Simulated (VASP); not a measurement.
A run of VASP 6.6.1 is set up as follows.

File INCAR:

```
SYSTEM = InAs
PREC     = Accurate       ! precision mode
ENCUT    = 520            ! plane-wave cutoff, eV
EDIFF    = 1E-7           ! SCF threshold, eV
ISMEAR   = 0              ! smearing method
SIGMA    = 0.15           ! smearing width, eV
LREAL    = .False.        ! projectors in reciprocal space
LASPH    = .True.         ! aspherical terms in the spheres
NELM     = 80             ! most SCF steps
ALGO     = Normal         ! electronic algorithm
ISIF     = 2              ! what is computed and relaxed
LWAVE    = .False.        ! write WAVECAR
LCHARG   = .False.        ! write CHGCAR
GGA      = CA             ! functional
NBANDS   = 16             ! bands
```

File KPOINTS:

```
regular mesh
0
Gamma
  16 16 16
  0 0 0
```

The input POSCAR:

```
InAs
1.0
    0.0000000000      3.0240000000      3.0240000000
    3.0240000000      0.0000000000      3.0240000000
    3.0240000000      3.0240000000      0.0000000000
In As
1 1
Direct
    0.0000000000      0.0000000000      0.0000000000
    0.7500000000      0.7500000000      0.7500000000
```

Potentials or basis: VASP PAW LDA potentials, release 64 (In_d, As).

Command:

```console
$ cat potpaw_LDA.64/In_d/POTCAR potpaw_LDA.64/As/POTCAR > POTCAR
$ mpirun -np 1 vasp_std > vasp.out
```

Task: Estimate the pressure.

Result: -0.5 GPa.

Task: Predict the band gap on the k mesh.

Result: Zero (filled and empty bands touch).

Caveat: spin-orbit coupling is left out, which moves the levels of the heavy elements.

**Measured values to compare with.**

A printed reference work, data compilation reports, for a bulk crystal of InAs at 4.2 K: band gap 0.418 eV (direct).

A measured gap of InAs is 0.418 eV (direct; 4.2 K; a printed reference work, data compilation); the calculated 0.00 eV misses it by -0.42 eV. Spin-orbit coupling on As, In is left out. The value is that of LDA on a finite k mesh, which can miss the band edges, without temperature or zero-point motion. Semilocal functionals fall short of measured gaps as a rule.
